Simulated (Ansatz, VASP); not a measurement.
# Cross-check of GaAs between VASP and Ansatz, part 2 of 2

One calculation is typed for both programs; each brings its own data sets and cutoff. How far apart do they land?

VASP 6.6.1 and Ansatz 0.2.0.

So far: The starting structure; Ansatz: band structure, HSE06.

## Step 3: VASP: band structure, HSE06

Level of this step: HSE06; plane waves and PAW (Ga_d, As) (VASP).

The same cell, functional, mesh and smearing now go to VASP, with its own data sets and cutoff.

Lines of VASP's logs that name or quote its potential files are left out, and so is its time.

The run reads the wave functions of an earlier VASP run, which isn't shown here.

INCAR reads:

```
SYSTEM = GaAs
PREC = Accurate
ENCUT = 400
EDIFF = 1E-06
NELM = 100
ISMEAR = 0
SIGMA = 0.02
LREAL = .FALSE.
ALGO = Normal
LHFCALC = .TRUE.
AEXX = 0.25
GGA = PE
HFSCREEN = 0.2
LASPH = .TRUE.
NBANDS = 15
PRECFOCK = Fast
LORBIT = 11
LWAVE = .FALSE.
LCHARG = .FALSE.
KPAR = 4
```

POSCAR reads:

```
GaAs
1.0
    0.0000000000      2.8268500000      2.8268500000
    2.8268500000      0.0000000000      2.8268500000
    2.8268500000      2.8268500000      0.0000000000
Ga As
1 1
Direct
    0.0000000000      0.0000000000      0.0000000000
    0.2500000000      0.2500000000      0.2500000000
```

KPOINTS reads:

```
Automatic mesh
0
Gamma
4 4 4
0 0 0
```

KPOINTS_OPT reads:

```
Line mode
6
Line-mode
Reciprocal
  0.00000000   0.00000000   0.00000000 GAMMA
  0.50000000   0.00000000   0.50000000 X

  0.50000000   0.00000000   0.50000000 X
  0.50000000   0.25000000   0.75000000 W

  0.50000000   0.25000000   0.75000000 W
  0.37500000   0.37500000   0.75000000 K

  0.37500000   0.37500000   0.75000000 K
  0.00000000   0.00000000   0.00000000 GAMMA

  0.00000000   0.00000000   0.00000000 GAMMA
  0.50000000   0.50000000   0.50000000 L

  0.50000000   0.50000000   0.50000000 L
  0.62500000   0.25000000   0.62500000 U

  0.62500000   0.25000000   0.62500000 U
  0.50000000   0.25000000   0.75000000 W

  0.50000000   0.25000000   0.75000000 W
  0.50000000   0.50000000   0.50000000 L

  0.50000000   0.50000000   0.50000000 L
  0.37500000   0.37500000   0.75000000 K

  0.62500000   0.25000000   0.62500000 U
  0.50000000   0.00000000   0.50000000 X
```

Potentials, in the order of the species: Ga_d and As (PBE family, release 64).

Command:

```console
$ mpirun -np 4 vasp_std
```

Numbers of over 12 decimals in the logs are rounded to 6 here.

Log:

```text
[banner, memory and clock lines left out]
running    4 mpi-ranks, on    1 nodes
 distrk:  each k-point on    1 cores,    4 groups
 distr:  one band on    1 cores,    1 groups

 POSCAR found type information on POSCAR GaAs
 POSCAR found :  2 types and       2 ions
 LDA part: xc-table for (Slater+PW92), standard interpolation
 found WAVECAR, reading the header
 POSCAR, INCAR and KPOINTS ok, starting setup
 FFT: planning ... GRIDC
 FFT: planning ... GRID_SOFT
 FFT: planning ... GRID
 reading WAVECAR
 the WAVECAR file was read successfully
 initial charge from wavefunction
 entering main loop
       N       E                     dE             d eps       ncg     rms          rms(c)
DAV:   1    -0.974424957774E+01   -0.97442E+01   -0.71402E-01   367   0.162E+01    0.224E+00
DAV:   2    -0.974114916278E+01    0.31004E-02   -0.49190E-02   343   0.350E+00    0.152E+00
DAV:   3    -0.973906618085E+01    0.20830E-02   -0.53644E-03   324   0.124E+00    0.897E-01
DAV:   4    -0.973855273381E+01    0.51345E-03   -0.76321E-04   318   0.306E-01    0.505E-01
DAV:   5    -0.973840523105E+01    0.14750E-03   -0.12842E-04   275   0.927E-02    0.291E-01
DAV:   6    -0.973836432428E+01    0.40907E-04   -0.27362E-05   304   0.444E-02    0.164E-01
DAV:   7    -0.973835048384E+01    0.13840E-04   -0.56041E-06   268   0.216E-02    0.922E-02
DAV:   8    -0.973834503547E+01    0.54484E-05   -0.17181E-06   282   0.105E-02    0.510E-02
DAV:   9    -0.973834321495E+01    0.18205E-05   -0.60600E-07   141   0.546E-03    0.284E-02
DAV:  10    -0.973834270554E+01    0.50942E-06   -0.30654E-07   141   0.410E-03
   1 F= -.97383427E+01 E0= -.97383427E+01  d E =-.877448E-31
 Start KPOINTS_OPT (optional k-point list driver)
k-point batch [1-8\60]
       N       E                     dE             ncg
DAV:   1    -0.384310238094E+03   -0.29989E+04      240
DAV:   2    -0.115956782043E+04   -0.77526E+03      268
DAV:   3    -0.121908252648E+04   -0.59515E+02      303
DAV:   4    -0.122063482930E+04   -0.15523E+01      297
DAV:   5    -0.122065360271E+04   -0.18773E-01      331
DAV:   6    -0.122065403612E+04   -0.43341E-03      350
DAV:   7    -0.122065404223E+04   -0.61043E-05      315
DAV:   8    -0.122065404235E+04   -0.12241E-06      253
[...]
k-point batch [57-60\60]
       N       E                     dE             ncg
DAV:   1     0.210293220644E+04   -0.27160E+04      120
DAV:   2     0.172675443962E+04   -0.37618E+03      120
DAV:   3     0.169784990954E+04   -0.28905E+02      155
DAV:   4     0.169724103089E+04   -0.60888E+00      149
DAV:   5     0.169723463206E+04   -0.63988E-02      162
DAV:   6     0.169723445776E+04   -0.17430E-03      179
DAV:   7     0.169723445582E+04   -0.19423E-05      146
DAV:   8     0.169723445577E+04   -0.44759E-07      130
```

From OUTCAR (step 3):

```text
ion  position               nearest neighbor table
   1  0.000  0.000  0.000-   2 2.45   2 2.45   2 2.45   2 2.45
   2  0.250  0.250  0.250-   1 2.45   1 2.45   1 2.45   1 2.45

  LATTYP: Found a face centered cubic cell.
 ALAT       =     5.6537000000

 Subroutine GETGRP returns: Found 24 space group operations
 (whereof 24 operations were pure point group operations)

The static configuration has the point symmetry T_d .

 Found      8 irreducible k-points:

   k-points           NKPTS =      8   k-points in BZ     NKDIM =     64   number of bands    NBANDS=     15

   dimension x,y,z NGX =    28 NGY =   28 NGZ =   28
   dimension x,y,z NGXF=    56 NGYF=   56 NGZF=   56

   ENCUT  =  400.0 eV  29.40 Ry    5.42 a.u.   6.52  6.52  6.52*2*pi/ulx,y,z

   NELECT =      18.0000    total number of electrons

 k-points in reciprocal lattice and weights: Automatic mesh
   0.00000000  0.00000000  0.00000000       0.016
   0.25000000  0.00000000  0.00000000       0.125
   0.50000000  0.00000000  0.00000000       0.062
   0.25000000  0.25000000  0.00000000       0.094
   0.50000000  0.25000000  0.00000000       0.375
  -0.25000000  0.25000000  0.00000000       0.188
   0.50000000  0.50000000  0.00000000       0.047
  -0.25000000  0.50000000  0.25000000       0.094

  exchange ACFDT corr.  =         0.00000000  see jH, gK, PRB 81, 115126

 average (electrostatic) potential at core
       1 -59.4091       2 -46.4989

 E-fermi :   3.6688

 k-point     1 :       0.0000    0.0000    0.0000
  band No.  band energies     occupation
    ...
      5     -13.8015      2.00000
      6     -10.4319      2.00000
      7       3.5089      2.00000
      8       3.5089      2.00000
      9       3.5089      2.00000
     10       4.9975      0.00000
     11       8.0777      0.00000
     12       8.0777      0.00000
     13       8.0777      0.00000
     14      12.1334      0.00000
    ...

 k-point     2 :       0.2500    0.0000    0.0000
  band No.  band energies     occupation
    ...
      5     -13.8010      2.00000
      6      -9.6844      2.00000
      7      -0.8668      2.00000
      8       2.7896      2.00000
      9       2.7896      2.00000
     10       5.8188      0.00000
     11       8.9923      0.00000
     12       8.9923      0.00000
     13      10.4782      0.00000
     14      13.4698      0.00000
    ...

 k-point     3 :       0.5000    0.0000    0.0000
  band No.  band energies     occupation
    ...
      5     -13.7986      2.00000
      6      -8.5097      2.00000
      7      -3.6842      2.00000
      8       2.2803      2.00000
      9       2.2803      2.00000
     10       5.3296      0.00000
     11       8.9972      0.00000
     12       8.9972      0.00000
     13      12.2007      0.00000
     14      15.1451      0.00000
    ...

  energy-cutoff  :      400.00
  volume of cell :       45.18
      direct lattice vectors                 reciprocal lattice vectors
     0.000000000  2.826850000  2.826850000    -0.176875321  0.176875321  0.176875321
     2.826850000  0.000000000  2.826850000     0.176875321 -0.176875321  0.176875321
     2.826850000  2.826850000  0.000000000     0.176875321  0.176875321 -0.176875321

 POSITION                                       TOTAL-FORCE (eV/Angst)
 -----------------------------------------------------------------------------------
      0.00000      0.00000      0.00000        -0.000000     -0.000000     -0.000000
      1.41342      1.41342      1.41342         0.000000      0.000000      0.000000
 -----------------------------------------------------------------------------------
    total drift:                               -0.000016     -0.000024     -0.000021

  FREE ENERGIE OF THE ION-ELECTRON SYSTEM (eV)
  ---------------------------------------------------
  free  energy   TOTEN  =        -9.7383427055 eV

  energy  without entropy=       -9.7383427055  energy(sigma->0) =       -9.73834271

 total charge
# of ion       s       p       d       tot
------------------------------------------
    1        0.826   0.810  10.012  11.648
    2        1.206   1.672   0.031   2.908
--------------------------------------------------
tot          2.031   2.482  10.043  14.556

[... 3 further parts left out ...]
```

The k-mesh is coarse for exact exchange; levels may shift by about 0.1 eV on a finer one. Spin-orbit coupling is off here; it would split degenerate levels, and it lifts a valence top of As p states by about 0.1 eV.

## Step 4: Side by side

Known differences besides the potentials themselves: exact exchange at q = 0 is treated differently, which shows on coarse meshes; VASP keeps PBE cores, Ansatz makes them for the functional; the data sets hold 28 valence electrons in Ansatz (default PAW (the set named soft_2) files) and 18 in VASP; the cutoff is 420 eV in Ansatz and 400 eV in VASP; VASP takes a coarser grid for exact exchange (PRECFOCK = Fast). Total energies have different zeros and are not compared.

Both answers:

| quantity | Ansatz | VASP | difference |
| --- | --- | --- | --- |
| gap over the path points (eV) | 1.491 | 1.488 | +0.003 |

Levels at points of the path, from each program's valence-band top (eV; 3 filled, then empty):

| k (reciprocal lattice) | Ansatz | VASP |
| --- | --- | --- |
| 0.000 0.000 0.000 | 0.00 0.00 0.00 1.49 4.56 4.56 | 0.00 0.00 0.00 1.49 4.57 4.57 |
| 0.500 0.000 0.500 | -7.39 -2.91 -2.91 2.10 2.37 11.56 | -7.37 -2.90 -2.90 2.11 2.38 11.55 |
| 0.500 0.200 0.700 | -7.19 -3.75 -3.54 4.69 4.96 7.32 | -7.17 -3.73 -3.52 4.70 4.96 7.32 |
| 0.400 0.350 0.750 | -7.17 -4.15 -2.56 2.86 5.55 8.70 | -7.15 -4.14 -2.54 2.87 5.55 8.70 |
| 0.150 0.150 0.300 | -3.92 -1.90 -0.44 3.40 5.12 5.31 | -3.91 -1.89 -0.44 3.40 5.13 5.31 |
| 0.200 0.200 0.200 | -3.43 -0.53 -0.53 2.45 5.30 5.30 | -3.43 -0.53 -0.53 2.46 5.31 5.31 |
| 0.550 0.400 0.550 | -7.09 -2.73 -1.60 3.06 5.27 6.36 | -7.08 -2.72 -1.59 3.07 5.28 6.36 |
| 0.600 0.250 0.650 | -7.17 -4.15 -2.56 2.86 5.55 8.70 | -7.15 -4.14 -2.54 2.87 5.55 8.70 |
| 0.500 0.250 0.750 | -7.16 -3.83 -3.59 5.49 5.67 6.42 | -7.15 -3.81 -3.58 5.49 5.66 6.43 |
| 0.500 0.500 0.500 | -7.21 -1.23 -1.23 1.81 5.48 5.48 | -7.19 -1.23 -1.23 1.82 5.49 5.49 |

Among the levels compared at these points, filled levels agree within 14 meV and empty ones within 14 meV.

## Step 5: What came out

```
difference in gap over the path points (band structure, HSE06) : 0.0029 eV
```

In words: The difference in gap over the path points is 0.0029 eV (band structure, HSE06), within the 0.08 eV picked in this series as the mark of a large difference. Such differences can come from data sets, numerical settings and the points named under the comparisons, not from the functional's error against experiment.

[Lines on the potential files, build, host, timing and source positions are cut from VASP's logs without a mark.]

[Logs are printed without paths, hosts, clocks, repeated set-up lines and the standing remarks that a program may print on its own settings, such as how far it seeks lower states.]

[Hosts, paths, dates, database ids (printed as entryN), source tags and the programs' standing remarks are cut or masked in the printed files.]
